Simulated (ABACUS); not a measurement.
Crystal: HfO2.

```
Hf O
1.0
     5.11800    0.00000    0.00000
     0.00000    5.18570    0.00000
    -0.85866    0.00000    5.21387
Hf O
4 8
Direct
  0.27550 0.46030 0.70800
  0.72450 0.96030 0.79200
  0.72450 0.53970 0.29200
  0.27550 0.03970 0.20800
  0.07420 0.16840 0.84670
  0.92580 0.66840 0.65330
  0.92580 0.83160 0.15330
  0.07420 0.33160 0.34670
  0.44870 0.74190 0.98010
  0.55130 0.24190 0.51990
  0.55130 0.25810 0.01990
  0.44870 0.75810 0.48010
```

| Property | Result |
| --- | --- |
| Program | ABACUS 3.10.1 |
| Task | single point |
| Functional | PBE |
| Potentials or basis | PseudoDojo NC SR 0.4.1 PBE standard |
| Cutoff | 1143 eV |
| Density cutoff | 4572 eV |
| Basis | plane waves |
| k mesh | 5 × 5 × 5 |
| Occupations | fermi-dirac, width 0.05 eV |
| Spin | no spin polarisation |

On this cell: pressure 3.4 GPa; largest force 0.451 eV/Å; band gap on the k mesh 4.21 eV, indirect (least direct gap 4.28 eV).

The same run follows on a disturbed copy (atoms moved at random, drawn with an rms of 0.05 Å):

```
CELL_PARAMETERS angstrom
5.11800 0.00000 0.00000
0.00000 5.18570 0.00000
-0.85866 0.00000 5.21387
ATOMIC_POSITIONS crystal
Hf 0.27940 0.46677 0.70653
Hf 0.73145 0.96633 0.79314
Hf 0.72699 0.55204 0.29511
Hf 0.28744 0.03494 0.20426
O 0.06599 0.17392 0.84318
O 0.93025 0.66801 0.65019
O 0.93176 0.84517 0.15697
O 0.06237 0.32876 0.34450
O 0.45514 0.74250 0.98180
O 0.55185 0.23813 0.51922
O 0.54282 0.25417 0.01122
O 0.44212 0.77275 0.48353
```

What changes?

The energy moves by +18.0 meV/atom; pressure 3.6 GPa; largest force 1.782 eV/Å; band gap on the k mesh 3.95 eV, indirect (least direct gap 4.03 eV).

Forces in eV/Å, atoms in the order of the input:
```
Hf  -0.253 -1.152 -0.358
Hf  -0.171  0.230 -0.101
Hf   0.409 -1.094 -0.251
Hf  -0.958  1.491  0.188
O    0.284  0.116 -0.089
O   -0.196  0.320  0.361
O   -0.172 -0.580  0.052
O    0.393  0.306 -0.074
O   -0.220 -0.071  0.048
O   -0.038  0.983 -0.314
O    0.486  0.630  0.463
O    0.436 -1.178  0.075
```

Stress tensor (GPa, compression positive):
```
 3.10  1.06 -0.05
 1.06  3.31 -0.87
-0.05 -0.87  4.39
```

Caveats: there are fewer bands than atomic start orbitals, so a level may be missed at k points of high symmetry; spin-orbit coupling is left out, which moves the levels of the heavy elements; an odd mesh through Γ misses points on the zone boundary, where band edges often lie.
